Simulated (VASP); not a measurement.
# AlN (P6_3/mmc) in VASP: equation of state

Aim: energy against volume of AlN in PBE, for its equilibrium volume and stiffness.

Program: VASP 6.6.1. These are calculated values, not measurements. Logs are shortened: lines on timing, memory, paths and dates and some standing lists are left out, and cuts for length are marked.

**1. Starting point**

It takes space group P6_3/mmc (No. 194, hexagonal). The conventional cell has a = 3.312 Å, b = 3.312 Å, c = 4.188 Å, α = 90.00°, β = 90.00°, γ = 120.00°. Around Al (site symmetry -6m2) lie 5 N at 1.91 to 2.09 Å. N (site symmetry -6m2) is surrounded by 5 Al at 1.91 to 2.09 Å.

Measurements of this composition are mostly on another form, of space group No. 186.

**2. Equation of state, PBE, 9.35 Å³/atom (volume scaled by 0.94)**

INCAR reads:

```
PREC = Accurate ; ENCUT = 520
EDIFF = 1E-7 ; ISMEAR = -1
SIGMA = 0.05 ; LREAL = False
LASPH = True ; NELM = 60
ALGO = Normal ; ISIF = 2
LWAVE = False ; LCHARG = False
GGA = PE ; NBANDS = 16
```

KPOINTS reads:

```
regular mesh
0
Gamma
  9 9 7
```

POSCAR reads:

```
AlN
1.0
    3.2445025711      0.0000000000      0.0000000000
   -1.6222512856      2.8098216493      0.0000000000
    0.0000000000      0.0000000000      4.1020785442
Al N
2 2
Direct
    0.6666666667      0.3333333333      0.2500000000
    0.3333333333      0.6666666667      0.7500000000
    0.6666666667      0.3333333333      0.7500000000
    0.3333333333      0.6666666667      0.2500000000
```

Potentials or basis: VASP PAW PBE potentials, release 64 (Al, N).

Command:

```bash
$ cat potpaw_PBE.64/Al/POTCAR potpaw_PBE.64/N/POTCAR > POTCAR
$ mpirun -np 1 vasp_std > vasp.out
```

OUTCAR:

```text
PREC = Accurate
   ENCUT = 520
   EDIFF = 1E-7
   ISMEAR = -1
   LREAL = False
   LASPH = True
   NELM = 60
   ISIF = 2
   GGA = PE

 ion  position               nearest neighbor table
   1  0.667  0.333  0.250-   4 1.87   4 1.87   4 1.87   3 2.05   3 2.05   2 2.78   2 2.78   2 2.78
                             2 2.78   2 2.78   2 2.78
   2  0.333  0.667  0.750-   3 1.87   3 1.87   3 1.87   4 2.05   4 2.05   1 2.78   1 2.78   1 2.78
                             1 2.78   1 2.78   1 2.78
   3  0.667  0.333  0.750-   2 1.87   2 1.87   2 1.87   1 2.05   1 2.05
   4  0.333  0.667  0.250-   1 1.87   1 1.87   1 1.87   2 2.05   2 2.05

  LATTYP: Found a hexagonal cell.
 ALAT       =     3.2445025711
 C/A-ratio  =     1.2643166261

  Lattice vectors:

 A1 = (   3.2445025711,   0.0000000000,   0.0000000000)
 A2 = (  -1.6222512856,   2.8098216493,   0.0000000000)
 A3 = (   0.0000000000,   0.0000000000,   4.1020785442)

Analysis of symmetry for initial positions (statically):
=====================================================================
 Subroutine PRICEL returns:
 Original cell was already a primitive cell.

 Routine SETGRP: Setting up the symmetry group for a
 hexagonal supercell.

 Subroutine GETGRP returns: Found 24 space group operations
 (whereof 12 operations were pure point group operations)
 out of a pool of 24 trial point group operations.

The static configuration has the point symmetry D_3d.
 The point group associated with its full space group is D_6h.

Analysis of symmetry for dynamics (positions and initial velocities):
=====================================================================
 Subroutine PRICEL returns:
 Original cell was already a primitive cell.

 Routine SETGRP: Setting up the symmetry group for a
 hexagonal supercell.

 Subroutine GETGRP returns: Found 24 space group operations
 (whereof 12 operations were pure point group operations)
 out of a pool of 24 trial point group operations.

The dynamic configuration has the point symmetry D_3d.
 The point group associated with its full space group is D_6h.

 Subroutine INISYM returns: Found 24 space group operations
 (whereof 12 operations are pure point group operations),
 and found     1 'primitive' translations

----------------------------------------------------------------------------------------

                                     Primitive cell

  volume of cell :      37.3965

  direct lattice vectors                    reciprocal lattice vectors
[... 113 lines left out ...]
   NELM   =     60;   NELMIN=  2; NELMDL= -5     # of ELM steps
   EDIFF  = 0.1E-06   stopping-criterion for ELM
   LREAL  =      F    real-space projection
   EDIFFG = 0.1E-05   stopping-criterion for IOM
   NSW    =      0    number of steps for IOM
   IBRION =     -1    ionic relax: 0-MD 1-quasi-New 2-CG
   NFREE  =      0    steps in history (QN), initial steepest desc. (CG)
   ISIF   =      2    stress and relaxation
   ISYM   =      2    0-nonsym 1-usesym 2-fastsym
   POTIM  = 0.5000    time-step for ionic-motion
   TEBEG  =    0.0;   TEEND  =   0.0 temperature during run
   PSTRESS=    0.0 pullay stress
   NELECT =      16.0000    total number of electrons
   NUPDOWN=      -1.0000    fix difference up-down
   EMIN   =  10.00;   EMAX   =-10.00  energy-range for DOS
   EFERMI =   0.00;   METHOD = LEGACY
   ISMEAR =    -1;   SIGMA  =   0.05  broadening in eV -4-tet -1-fermi 0-gaus
   EFERMI_NEDOS =   21; number of points for ismear=-14 and -15
   IALGO  =     38    algorithm
   IMIX   =      4    mixing-type and parameters
     AMIX     =   0.40;   BMIX     =  1.00
     AMIX_MAG =   1.60;   BMIX_MAG =  1.00
  volume/ion in A,a.u.               =       9.35        63.09
  Fermi-wavevector in a.u.,A,eV,Ry     =   1.233591  2.331149 20.704623  1.521747
  Thomas-Fermi vector in A             =   2.368315
   LORBIT       =      0    0 simple, 1 ext, 2 COOP (PROOUT), +10 PAW based schemes
   GGA     = PE    functional components
[... 5 lines left out ...]
 non-spin polarized calculation
  energy-cutoff  :      520.00
  volume of cell :       37.40
 maximum number of plane-waves:      1026
   NGX = 13   NGY = 13   NGZ = 15

 number of electron      16.0000005 magnetization

 Free energy of the ion-electron system (eV)
  ---------------------------------------------------
  ext. energy  EPLUGINS =         0.00000000
  ---------------------------------------------------
  free energy    TOTEN  =       -29.21493783 eV

  energy without entropy =      -29.21493783  energy(sigma->0) =      -29.21493783

 E-fermi :   9.5674     XC(G=0): -11.4375

 val. band max:        8.6665098076   @ k =   0.0000   0.0000   0.0000
 cond. band min:      12.3999455770   @ k =   0.0000   0.0000   0.0000
 fundamental gap:      3.7334357694
 Fermi energy:         9.5673825934

 k-point     1 :       0.0000    0.0000    0.0000
  band No.  band energies     occupation
      1      -8.6142      2.00000
      2      -4.6822      2.00000
      3       1.4145      2.00000
      4       5.2148      2.00000
      5       5.2148      2.00000
      6       6.9352      2.00000
[... 737 lines left out ...]
      3       1.6713      2.00000
      4       2.2320      2.00000
      5       5.1205      2.00000
      6       5.7506      2.00000
[... 8 lines left out ...]
     15      20.4239      0.00000
     16      20.5291      0.00000

 [... further k-points ...]

------------------------ aborting loop because EDIFF is reached ----------------------------------------

  FORCE on cell =-STRESS in cart. coord.  units (eV):
  Direction    XX          YY          ZZ          XY          YZ          ZX
  --------------------------------------------------------------------------------------
  -------------------------------------------------------------------------------------
  Total        3.6099408      3.6099408      2.9357009     -0.0000000     -0.0000000     -0.0000000
  in kB      154.6606449    154.6606449    125.7741935     -0.0000000     -0.0000000     -0.0000000
  external PRESSURE =     145.0318278 kB  Pullay stress =       0.0000000 kB

 VOLUME and BASIS-vectors are now :
 -----------------------------------------------------------------------------
  energy-cutoff  :      520.00
  volume of cell :       37.40
      direct lattice vectors                 reciprocal lattice vectors
     3.244502571  0.000000000  0.000000000     0.308213656  0.177947237  0.000000000
    -1.622251286  2.809821649  0.000000000     0.000000000  0.355894475  0.000000000
     0.000000000  0.000000000  4.102078544     0.000000000  0.000000000  0.243778852

 POSITION                                       TOTAL-FORCE (eV/Angst)
 -----------------------------------------------------------------------------------
      1.62225      0.93661      1.02552        -0.000000      0.000000      0.000000
     -0.00000      1.87321      3.07656         0.000000     -0.000000      0.000000
      1.62225      0.93661      3.07656         0.000000     -0.000000      0.000000
     -0.00000      1.87321      1.02552         0.000000      0.000000      0.000000
 -----------------------------------------------------------------------------------
    total drift:                                0.000000     -0.000000      0.000000

  FREE ENERGIE OF THE ION-ELECTRON SYSTEM (eV)
  ---------------------------------------------------
  free  energy   TOTEN  =       -29.2149378275 eV

  energy  without entropy=      -29.2149378274  energy(sigma->0) =      -29.21493783
```

OSZICAR:

```text
N       E                     dE             d eps       ncg     rms          rms(c)
DAV:   1     0.396798418893E+02    0.39680E+02   -0.75078E+03  1544   0.909E+02
DAV:   2    -0.308986439474E+02   -0.70578E+02   -0.65281E+02  2184   0.190E+02
DAV:   3    -0.339048628953E+02   -0.30062E+01   -0.29974E+01  1872   0.401E+01
DAV:   4    -0.339220536021E+02   -0.17191E-01   -0.17189E-01  1872   0.340E+00
DAV:   5    -0.339222773095E+02   -0.22371E-03   -0.22371E-03  1840   0.393E-01    0.121E+01
DAV:   6    -0.292457227858E+02    0.46766E+01   -0.90615E+00  1968   0.229E+01    0.407E+00
DAV:   7    -0.292343545264E+02    0.11368E-01   -0.80824E-01  1848   0.629E+00    0.295E+00
DAV:   8    -0.292230055286E+02    0.11349E-01   -0.84383E-02  1640   0.249E+00    0.833E-01
DAV:   9    -0.292144708157E+02    0.85347E-02   -0.18190E-02  1944   0.108E+00    0.269E-01
DAV:  10    -0.292150469939E+02   -0.57618E-03   -0.31562E-03  1792   0.365E-01    0.166E-01
DAV:  11    -0.292149364366E+02    0.11056E-03   -0.23112E-04  1832   0.122E-01    0.417E-02
DAV:  12    -0.292149382016E+02   -0.17650E-05   -0.15851E-05  1752   0.315E-02    0.683E-03
DAV:  13    -0.292149378271E+02    0.37449E-06   -0.49995E-06  1960   0.170E-02    0.644E-03
DAV:  14    -0.292149378275E+02   -0.33276E-09   -0.47049E-07  1760   0.610E-03
   1 F= -.29214938E+02 E0= -.29214938E+02  d E =-.525760E-10
```

It took 27 s on 1 thread of Intel Xeon Platinum 8375C at 2.90GHz (Ice Lake), shared host; peak memory 0.15 GiB.

What came out:

```yaml
Free_energy: -29.2149 eV
Pressure: 14.5 GPa
Band_gap_on_the_k_mesh: 3.73 eV, direct
```

Caveat: an odd mesh through Γ misses points on the zone boundary, where band edges often lie.

(Continued in part 2 of 2.)
